# AlN: a stiffness belongs to what is held fixed

Aluminium nitride resists uniform squeezing with about 200 GPa. A pressure of 0.2 GPa, roughly two thousand atmospheres, therefore shrinks its volume by only a tenth of a percent. Its other elastic constants are of order 100 GPa for some deformations and several hundred for others.

In the labels, 1 and 2 stand for directions in the basal plane and 3 for the hexagonal c axis. C11 and C33 give the stress along an axis per strain along it. C12 and C13 give the stress that this strain causes sideways, and C44 and C66 belong to shears. The computed values come from density-functional theory for a crystal at rest, with the atoms free to settle in each strained cell.

The computed values were obtained with Ansatz 0.2.0 for AlN (space group P6₃mc), using density-functional theory with the PBEsol functional, PAW and plane waves up to 420 eV, and a 12×12×6 k mesh. The elastic constants, in Voigt notation, come from strains of amplitude 0.002 with the atoms relaxed in each strained cell. The rows were drawn from a pool: of 90 crystals with a measured lattice constant, 2 whose relaxed edge lies over 5 % from it were taken for other phases and got no table, so the agreement shown is better than for the whole pool.

| row | computed constant (GPa) | what it is | measured constant (GPa) | label in the paper, method, sample | source |
| --- | --- | --- | --- | --- | --- |
| 1 | 106 | C13 on the cell's Cartesian axes | n/a | n/a | n/a |
| 2 | 111 | C44 on the cell's Cartesian axes | n/a | n/a | n/a |
| 3 | n/a | n/a | 118 | C44; earlier measurements on AlN films; film | arXiv:2402.12196 (2024) |
| 4 | n/a | n/a | 120 | C13; earlier measurements on AlN films; film | arXiv:2402.12196 (2024) |
| 5 | 121 | C66 on the cell's Cartesian axes | n/a | n/a | n/a |
| 6 | n/a | n/a | 125 | C12; earlier measurements on AlN films; film | arXiv:2402.12196 (2024) |
| 7 | 136 | C12 on the cell's Cartesian axes | n/a | n/a | n/a |
| 8 | 200.5 | bulk modulus (Hill) | n/a | n/a | n/a |
| 9 | n/a | n/a | 207.9 | bulk modulus, reported experimental value; not stated; bulk crystal | arXiv:1112.6088 (2011) |
| 10 | 353 | C33 on the cell's Cartesian axes | n/a | n/a | n/a |
| 11 | 378 | C11 on the cell's Cartesian axes | n/a | n/a | n/a |
| 12 | n/a | n/a | 395 | C33; earlier measurements on AlN films; film | arXiv:2402.12196 (2024) |

## 1. Why are C11 and C33 about three times the shear constants?

C11 and C33 are defined with the sides held. A crystal stretched along one axis with its sides fixed must change its volume as well as its shape, and the stress pays for both. A shear changes only the shape. In a network of tetrahedral bonds much of that change can be taken up by bending bond angles, which costs less than changing bond lengths.

An isotropic solid, a simpler system, shows how the two costs add. Its stiffness with held sides is K + 4G/3, where K is the bulk modulus and G the shear modulus. The same calculation gives an average G of 119 GPa for AlN, so the formula yields 200 + 4 × 119/3 ≈ 359 GPa. This falls between the computed C33 of 353 and C11 of 378 GPa. Since K and G are themselves averages of the computed constants, this is a breakdown of their size into two parts and not an independent test. By construction it cannot tell the two axes apart.

## 2. Is a rod cut along c softer than one cut in the plane?

Hardly. C33 is 7 percent below C11, but a rod that is pulled has free sides and draws in as it lengthens. Its stiffness is Young's modulus, which along c is

C33 − 2 C13²/(C11 + C12) = 353 − 2 × 106²/(378 + 136) ≈ 309 GPa.

The corresponding value in the plane is 315 GPa, only 2 percent higher. Freeing the sides lowers the in-plane stiffness more, because C12, which links the two in-plane directions, is larger than C13, which links the plane to the axis.

Under equal pressure from all sides the difference between the axes returns. The c axis then shortens, relative to its own length, 22 percent more than the a axis. About half of this follows from C33 being smaller than C11. The rest arises because the two in-plane directions support each other through the larger constant C12, whereas c has only C13 to lean on. The question of which direction is softer thus needs a statement of the load.

## 3. What changes if the crystal is electrically insulated?

AlN is piezoelectric, so strain along c also polarises it. The computed constants hold the electric field inside the crystal at zero, as short-circuited electrodes would. Without electrodes or free charge, the polarisation builds up a field that opposes the strain, and the crystal becomes stiffer along c.

A spring that charges a capacitor as it stretches behaves in the same way: it is stiffer with the circuit open than with it shorted. For strain η along c, let σ be the stress, E the field, D the electric displacement, e33 the piezoelectric constant and ε the permittivity. Then

- σ = C33 η − e33 E
- D = e33 η + ε E

In a plate cut across c, with no free charge on its faces, D along c stays zero. This is the case meant by "insulated" here, and it gives E = −e33 η/ε. Inserting this into the first line turns the stiffness into C33 + e33²/ε.

The calculation gives e33 = 1.61 C/m². The permittivity is taken as about 10 times that of vacuum, a rough recalled value, or 8.9 × 10⁻¹¹ F/m. The added stiffness is then 1.61²/(8.9 × 10⁻¹¹) ≈ 2.9 × 10¹⁰ Pa, or 29 GPa. No measured elastic constant enters this estimate.

C33 rises to about 382 GPa, while C11 gains only about 5 GPa and reaches nearly the same value. Their order, clear with shorted electrodes, can no longer be decided within the uncertainty of the permittivity. For a sound wave that both travels and vibrates along c in an insulated film, the stiffened C33 is the one that counts.

The rule carries over to other crystals: at equal permittivity, twice the piezoelectric constant gives four times the added stiffness. Silicon has an inversion centre and no linear piezoelectric effect, so this difference between shorted and insulated crystals vanishes there.

## 4. Does this explain why the computed C33 is below the measured one?

Only if the film value belongs to an insulated crystal, which the table does not say. The computed C33 lies 42 GPa, or 11 percent, below the film value, and insulation would shrink this gap to about 13 GPa. Constants derived from sound waves are often converted to zero field before they are reported, however, and in that case the full gap remains.

For C13 and C12 insulation makes the agreement with the films worse. Here the spring analogy ends: a spring has one strain and can only stiffen, whereas a crystal has several strains that act on each other. Stretching along c and stretching in the plane polarise AlN in opposite senses, so insulation lowers C13. Its shortfall against the film value grows from 14 to 26 GPa, and the excess in C12 grows too.

That objection is only as good as the film values. Rough recalled figures for bulk crystals are 150 GPa for C12 and 100 GPa for C13, which lie on the other side of the computed constants. The sign of these two gaps therefore depends on which measurement is chosen.

The bulk modulus gives a separate test, because its measured value comes from a bulk crystal. The computed value is 7 GPa, or 4 percent, too low, and insulation raises its average for equal strains (Voigt) by only about 0.1 GPa. When all directions are strained equally, the opposite polarisations largely cancel. Under equal pressure c shortens more and the cancellation is poorer, but the rise is still less than one GPa. The electrical condition can thus matter greatly for C33 and still leave the bulk modulus almost as it was.

## 5. Would a more accurate cell size close the gaps?

A functional that makes the cell too large usually makes it too soft as well, since stretched bonds resist less. For most solids the bulk modulus rises by about 4 GPa for each GPa of pressure. A shortfall of 7.4 GPa then corresponds to a volume excess of 7.4/(4 × 200), or about 0.9 percent. The same rough slope applied to C33 would require about 5 percent.

The computed cell edges, 3.11 and 4.98 Å, agree with recalled measured ones to within a few tenths of a percent in volume. Cell size can therefore account for part of the gap in the bulk modulus, but for little of the gap in C33. Thermal and zero-point motion, both left out here, normally soften a crystal. Including them would lower the computed values and widen these two gaps.

What remains may come from the way the functional describes the bonds, from the samples and their measurement or, for C33, from the electrical condition. These data do not separate the causes.

## 6. Which digits can be trusted?

Not every agreement between digits is a check. Stretching the basal plane along one direction while shrinking it equally along the other is a shear when viewed at 45 degrees. A hexagonal crystal is elastically the same in all directions of that plane, so C66 must equal (C11 − C12)/2. The table gives (378 − 136)/2 = 121 GPa, exactly the listed C66. The match tests nothing, however: the run strained the cell in the plane, along c and in a shear that tilts c, and took C66 from the symmetry.

C13 offers a real check. The calculation obtains it in two ways, from strain along c and from strain in the plane, and the results differ by about 0.1 GPa. Numerical noise of this size is far below one gigapascal, yet it can tip the last digit of the table: the two results, 106.56 and 106.43 GPa, round to different whole numbers. The effect of a finer mesh or a higher cutoff was not tested. The gaps to the measured values are much larger, from 7 GPa for C44 to 42 GPa for C33.

Even when rounded to two figures, each computed value that has a measured partner in the table still differs from it. The second figure is therefore uncertain, and for C33 the electrical condition should be stated as well. Small differences deserve the same caution. The calculation puts C13 5 GPa below C44, while the films put it 2 GPa above, so their order should not be relied on. The output below lists the comparisons and the estimates for the insulated crystal.

Numerical output:

```
C33 below C11 (percent): 6.614
mean of C11 and C33 over mean of C44 and C66 (ratio): 3.151
half of C11 less C12 (GPa): 121
Young's modulus along c (GPa): 309.3
Young's modulus in the basal plane (GPa): 314.8
linear compressibility along c over that along a (ratio): 1.223
Hill bulk modulus rebuilt from the constants (GPa): 200.1
C13 less C44, computed (GPa): -5
C12 less C66, computed (GPa): 15
C13 computed less measured (GPa): -14
C44 computed less measured (GPa): -7
C12 computed less measured (GPa): 11
C33 computed less measured (GPa): -42
bulk modulus computed less measured (GPa): -7.4
volume excess needed for the bulk modulus gap, rough pressure derivative 4 (percent): 0.9227
volume excess needed for the C33 gap, rough pressure derivative 4 (percent): 5.237
rise of C33 at fixed displacement (GPa): 29.39
C33 at fixed displacement (GPa): 382.4
C11 at fixed displacement (GPa): 382.7
rise of C44 at fixed displacement (GPa): 1.348
rise of the Voigt bulk modulus at fixed displacement (GPa): 0.1327
C33 at fixed displacement less measured (GPa): -12.61
C13 at fixed displacement less measured (GPa): -25.73
C12 at fixed displacement less measured (GPa): 15.68
```
